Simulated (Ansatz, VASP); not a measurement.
# Two plane-wave programs on BaS

INCAR

```
ALGO     = Normal         # electronic algorithm
EDIFF    = 1E-7           # SCF threshold, eV
ENCUT    = 520            # plane-wave cutoff, eV
GGA      = PE             # functional
ISIF     = 2              # what is computed and relaxed
ISMEAR   = 0              # smearing method
LASPH    = T              # aspherical terms in the spheres
LCHARG   = T              # write CHGCAR
LELF     = T              # ELF
LREAL    = F              # projectors in reciprocal space
LVHAR    = T            
LWAVE    = F              # write WAVECAR
NBANDS   = 24             # bands
NELM     = 60             # most SCF steps
PREC     = Accurate       # precision mode
SIGMA    = 0.05           # smearing width, eV
```

The input KPOINTS:

```
k-points
0
Gamma
  7 7 7
```

Contents of POSCAR:

```
BaS
1.0
    0.0000000000      6.4284086082      6.4284086082
    3.2142043041      0.0000000000      3.2142043041
    3.2142043041      3.2142043041      0.0000000000
Ba S
2 2
Direct
    0.2500000000      0.5000000000      0.5000000000
    0.7500000000      0.5000000000      0.5000000000
    0.0000000000      0.0000000000      0.0000000000
    0.5000000000      0.0000000000      0.0000000000
```

Input for Ansatz:

```yaml
crystal:
  lattice:
    - [0.0, 6.4284086082, 6.4284086082]
    - [3.2142043041, 0.0, 3.2142043041]
    - [3.2142043041, 3.2142043041, 0.0]
  atoms:
    - { symbol: Ba, position: [0.25, 0.5, 0.5] }
    - { symbol: S, position: [0.0, 0.0, 0.0] }
    - { symbol: Ba, position: [0.75, 0.5, 0.5] }
    - { symbol: S, position: [0.5, 0.0, 0.0] }
basis:
  ecutwfc: 420
  ecutrho_ratio: 4
kpoints:
  mp_grid: { grid: [7, 7, 7] }
hamiltonian:
  xc: pbe
scf:
  occupations: { method: gaussian, width: 0.05 }
output:
  forces: true
  stress: true
  eigenvalues: true
```

Alike in both runs: task single point; functional PBE; k mesh 7 × 7 × 7; occupations gaussian, width 0.05 eV; no spin polarisation.

|  | VASP | Ansatz |
| --- | --- | --- |
| version | VASP 6.6.1 | Ansatz 0.2.0 |
| potentials or method | VASP PAW PBE potentials, release 64 (Ba_sv, S) | scalar-relativistic, plane waves, PAW |
| plane-wave cutoff (eV) | 520 | 420 |
| valence electrons in the cell | 32 | 32 |

VASP gave:

* gap on the k mesh at the Fermi level (eV): 2.20
* least direct gap on the mesh (eV): 2.35
* pressure (GPa): 0.6

Q: What did Ansatz give for the same quantities?

A: gap on the k mesh at the Fermi level (eV): 2.29; least direct gap on the mesh (eV): 2.41; pressure (GPa): 0.0.

Caveats: spin-orbit coupling is left out, which moves the levels of the heavy elements; an odd mesh through Γ misses points on the zone boundary, where band edges often lie. PBE gaps usually lie below the measured ones, often by a third to a half.
